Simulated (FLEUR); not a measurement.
Input of a FLEUR MaX-R8.1 (later development tree) run:

The input inp.xml:

```xml
<?xml version="1.0" encoding="UTF-8" standalone="no"?>
<fleurInput fleurInputVersion="0.39">
   <comment>
      Ge                                                                                                  
   </comment>
   <calculationSetup>
      <cutoffs Kmax="4.58" Gmax="14.2" GmaxXC="14.2" numbands="0"/>
      <scfLoop itmax="60" minDistance="0.00001" maxIterBroyd="15" imix="Anderson" alpha="0.05" precondParam="0.0" spinf="2.0" sdNocoIR="T"/>
      <coreElectrons ctail="T" frcor="F" kcrel="0" coretail_lmax="0"/>
      <xcFunctional name="bh" relativisticCorrections="F"/>
      <magnetism jspins="1"/>
      <soc l_soc="F" theta="0.0" phi="0.0" spav="F"/>
      <expertModes spex="0" secvar="F"/>
      <geometryOptimization l_f="F" forcealpha="1.0" forcemix="BFGS" epsdisp="0.00001" epsforce="0.00001"/>
      <ldaU l_linMix="F" mixParam="0.05" spinf="1.0"/>
   </calculationSetup>
   <cell>
      <bzIntegration valenceElectrons="44.0" mode="hist" fermiSmearingEnergy="0.00183747">
         <kPointListSelection listName="default-1"/>
         <!-- k-points included here -->
         <xi:include xmlns:xi="http://www.w3.org/2001/XInclude" href="kpts.xml"> </xi:include>
      </bzIntegration>
      <!-- symmetry operations included here -->
      <xi:include xmlns:xi="http://www.w3.org/2001/XInclude" href="sym.xml"> </xi:include>
      <bulkLattice scale="1.0">
         <bravaisMatrix>
            <row-1>    0.0000000000000000     5.3458651311421859     5.3458651311421859</row-1>
            <row-2>    5.3458651311421859     0.0000000000000000     5.3458651311421859</row-2>
            <row-3>    5.3458651311421859     5.3458651311421859     0.0000000000000000</row-3>
         </bravaisMatrix>
      </bulkLattice>
   </cell>
   <atomSpecies>
      <species name="Germanium (Ge)" element="Ge" atomicNumber="32">
         <mtSphere radius="2.14" gridPoints="707" logIncrement="0.017"/>
         <atomicCutoffs lmax="9" lnonsphr="7"/>
         <electronConfig flipSpins="F">
            <coreConfig>(1s1/2) (2s1/2) (2p1/2) (2p3/2)</coreConfig>
            <valenceConfig>(3s1/2) (3p1/2) (3p3/2) (4s1/2) (3d3/2) (3d5/2) (4p1/2) (4p3/2)</valenceConfig>
            <stateOccupation state="(4p1/2)" spinUp="0.333333" spinDown="0.333333"/>
            <stateOccupation state="(4p3/2)" spinUp="0.666667" spinDown="0.666667"/>
         </electronConfig>
         <energyParameters s="4" p="4" d="3" f="4"/>
         <lo type="SCLO" l="0" n="3" eDeriv="0"/>
         <lo type="SCLO" l="1" n="3" eDeriv="0"/>
         <lo type="SCLO" l="1" n="3" eDeriv="1"/>
         <lo type="HELO" l="2" n="4" eDeriv="0"/>
         <lo type="HELO" l="2" n="4" eDeriv="1"/>
         <lo type="SCLO" l="3" n="4" eDeriv="2"/>
      </species>
   </atomSpecies>
   <atomGroups>
      <atomGroup species="Germanium (Ge)">
         <relPos label="                   1">-3.000/8.000 -3.000/8.000 -3.000/8.000</relPos>
         <relPos label="                   2">3.000/8.000 3.000/8.000 3.000/8.000</relPos>
         <force calculate="T" relaxXYZ="TTT"/>
      </atomGroup>
   </atomGroups>
   <output dos="F" band="F" slice="F">
      <checks vchk="F" cdinf="F"/>
      <bandDOS minEnergy="-.5*Htr" maxEnergy="0.5*Htr" sigma="0.015" storeEVData="T"/>
      <vacuumDOS vacdos="F" integ="F" star="F" nstars="0" locx1="0.0" locy1="0.0" locx2="0.0" locy2="0.0" nstm="0" tworkf="0.0"/>
      <unfoldingBand unfoldBand="F" supercellX="1" supercellY="1" supercellZ="1"/>
      <plotting iplot="0" polar="F">
         <plot TwoD="T" vec1="  1.0  0.0  0.0" vec2="  0.0  1.0  0.0" vec3="  0.0  0.0  1.0" zero="  0.0  0.0  0.0" file="plot"/>
      </plotting>
      <chargeDensitySlicing numkpt="0" minEigenval="0.0" maxEigenval="0.0" nnne="0" pallst="F"/>
      <specialOutput eonly="F"/>
      <moessbauerParams electricFieldGradient="T" isomerShift="T" coreHyperfine="T" valenceHyperfine="T"/>
      <magneticCircularDichroism mcd="F" energyLo="-10.0" energyUp="0.0"/>
   </output>
  <!-- We include the file relax.xml here to enable relaxations (see documentation) -->
  <xi:include xmlns:xi="http://www.w3.org/2001/XInclude" href="relax.xml"> <xi:fallback/> </xi:include>
</fleurInput>
```

File crystal.txt:

```
Ge
&input cartesian=F /
0.0000000000  2.8289100000  2.8289100000
2.8289100000  0.0000000000  2.8289100000
2.8289100000  2.8289100000  0.0000000000
1.8897261246
1.0 1.0 1.0

2
32 0.7500000000  0.7500000000  0.7500000000
32 0.5000000000  0.5000000000  0.5000000000

&kpt div1=8 div2=8 div3=8 gamma=T /
```

Contents of inp.xml (bands):

```
<?xml version="1.0" encoding="UTF-8" standalone="no"?>
<fleurInput fleurInputVersion="0.39">
   <comment>
      Ge                                                                                                  
   </comment>
   <calculationSetup>
      <cutoffs Kmax="4.58" Gmax="14.2" GmaxXC="14.2" numbands="0"/>
      <scfLoop itmax="60" minDistance="0.00001" maxIterBroyd="15" imix="Anderson" alpha="0.05" precondParam="0.0" spinf="2.0" sdNocoIR="T"/>
      <coreElectrons ctail="T" frcor="F" kcrel="0" coretail_lmax="0"/>
      <xcFunctional name="bh" relativisticCorrections="F"/>
      <magnetism jspins="1"/>
      <soc l_soc="F" theta="0.0" phi="0.0" spav="F"/>
      <expertModes spex="0" secvar="F"/>
      <geometryOptimization l_f="F" forcealpha="1.0" forcemix="BFGS" epsdisp="0.00001" epsforce="0.00001"/>
      <ldaU l_linMix="F" mixParam="0.05" spinf="1.0"/>
   </calculationSetup>
   <cell>
      <bzIntegration valenceElectrons="44.0" mode="hist" fermiSmearingEnergy="0.00183747">
         <kPointListSelection listName="path-1"/>
         <!-- k-points included here -->
         <xi:include xmlns:xi="http://www.w3.org/2001/XInclude" href="kpts.xml"> </xi:include>
      </bzIntegration>
      <!-- symmetry operations included here -->
      <xi:include xmlns:xi="http://www.w3.org/2001/XInclude" href="sym.xml"> </xi:include>
      <bulkLattice scale="1.0">
         <bravaisMatrix>
            <row-1>    0.0000000000000000     5.3458651311421859     5.3458651311421859</row-1>
            <row-2>    5.3458651311421859     0.0000000000000000     5.3458651311421859</row-2>
            <row-3>    5.3458651311421859     5.3458651311421859     0.0000000000000000</row-3>
         </bravaisMatrix>
      </bulkLattice>
   </cell>
   <atomSpecies>
      <species name="Germanium (Ge)" element="Ge" atomicNumber="32">
         <mtSphere radius="2.14" gridPoints="707" logIncrement="0.017"/>
         <atomicCutoffs lmax="9" lnonsphr="7"/>
         <electronConfig flipSpins="F">
            <coreConfig>(1s1/2) (2s1/2) (2p1/2) (2p3/2)</coreConfig>
            <valenceConfig>(3s1/2) (3p1/2) (3p3/2) (4s1/2) (3d3/2) (3d5/2) (4p1/2) (4p3/2)</valenceConfig>
            <stateOccupation state="(4p1/2)" spinUp="0.333333" spinDown="0.333333"/>
            <stateOccupation state="(4p3/2)" spinUp="0.666667" spinDown="0.666667"/>
         </electronConfig>
         <energyParameters s="4" p="4" d="3" f="4"/>
         <lo type="SCLO" l="0" n="3" eDeriv="0"/>
         <lo type="SCLO" l="1" n="3" eDeriv="0"/>
         <lo type="SCLO" l="1" n="3" eDeriv="1"/>
         <lo type="HELO" l="2" n="4" eDeriv="0"/>
         <lo type="HELO" l="2" n="4" eDeriv="1"/>
         <lo type="SCLO" l="3" n="4" eDeriv="2"/>
      </species>
   </atomSpecies>
   <atomGroups>
      <atomGroup species="Germanium (Ge)">
         <relPos label="                   1">-3.000/8.000 -3.000/8.000 -3.000/8.000</relPos>
         <relPos label="                   2">3.000/8.000 3.000/8.000 3.000/8.000</relPos>
         <force calculate="T" relaxXYZ="TTT"/>
      </atomGroup>
   </atomGroups>
   <output dos="F" band="T" slice="F">
      <checks vchk="F" cdinf="F"/>
      <bandDOS minEnergy="-.5*Htr" maxEnergy="0.5*Htr" sigma="0.015" storeEVData="T"/>
      <vacuumDOS vacdos="F" integ="F" star="F" nstars="0" locx1="0.0" locy1="0.0" locx2="0.0" locy2="0.0" nstm="0" tworkf="0.0"/>
      <unfoldingBand unfoldBand="F" supercellX="1" supercellY="1" supercellZ="1"/>
      <plotting iplot="0" polar="F">
         <plot TwoD="T" vec1="  1.0  0.0  0.0" vec2="  0.0  1.0  0.0" vec3="  0.0  0.0  1.0" zero="  0.0  0.0  0.0" file="plot"/>
      </plotting>
      <chargeDensitySlicing numkpt="0" minEigenval="0.0" maxEigenval="0.0" nnne="0" pallst="F"/>
      <specialOutput eonly="F"/>
      <moessbauerParams electricFieldGradient="T" isomerShift="T" coreHyperfine="T" valenceHyperfine="T"/>
      <magneticCircularDichroism mcd="F" energyLo="-10.0" energyUp="0.0"/>
   </output>
  <!-- We include the file relax.xml here to enable relaxations (see documentation) -->
  <xi:include xmlns:xi="http://www.w3.org/2001/XInclude" href="relax.xml"> <xi:fallback/> </xi:include>
</fleurInput>
```

Potentials or basis: all-electron, FLAPW.

The run is started by

```sh
$ inpgen -f crystal.txt -profile fastHighL
$ # inp.xml edited to the form shown
$ fleur_MPI
$ fleur_MPI   # second run, on inp.xml (bands)
```

Task: Estimate the band gap along the path.

Result: None (metal or under the smearing width).

Levels at the corners of the path, in eV from the Fermi level:
```
point  band 20  band 21  band 22  band 23  band 24  band 25
    Γ    -0.17     0.02     0.02     0.02     2.55     2.55
    X    -8.92    -3.05    -3.05     0.70     0.70     9.42
    W    -8.83    -3.89    -3.89     4.27     4.27     4.68
    K    -8.33    -4.32    -2.61     1.11     4.04     7.13
    Γ    -0.17     0.02     0.02     0.02     2.55     2.55
    L    -7.62    -1.38    -1.38     0.07     3.75     3.75
    U    -8.33    -4.32    -2.61     1.11     4.04     7.13
    W    -8.83    -3.89    -3.89     4.27     4.27     4.68
    L    -7.62    -1.38    -1.38     0.07     3.75     3.75
    K    -8.33    -4.32    -2.61     1.11     4.04     7.13
    U    -8.33    -4.32    -2.61     1.11     4.04     7.13
    X    -8.92    -3.05    -3.05     0.70     0.70     9.42
```

Caveat: this crystal is a semiconductor, whose small gap the functional closes, so the metal is an error of the method.

**The experiment to reproduce.**

“Temperature-dependent photoluminescence in Ge: experiment and theory”, 2020, arxiv:2003.00143 reports, for a bulk crystal of Ge at 0 K: band gap 0.744 eV (indirect).

Measured gap of Ge: 0.744 eV (indirect; 0 K; “Temperature-dependent photoluminescence in Ge: experiment and theory”, 2020, arxiv:2003.00143). This calculation gives 0.00 eV (-0.74 eV). 3 values of this kind are on record (0.666 to 0.807 eV); this one was drawn at random among those near their median. Spin-orbit coupling on Ge is left out. The value is that of LDA (von Barth-Hedin), without temperature or zero-point motion.
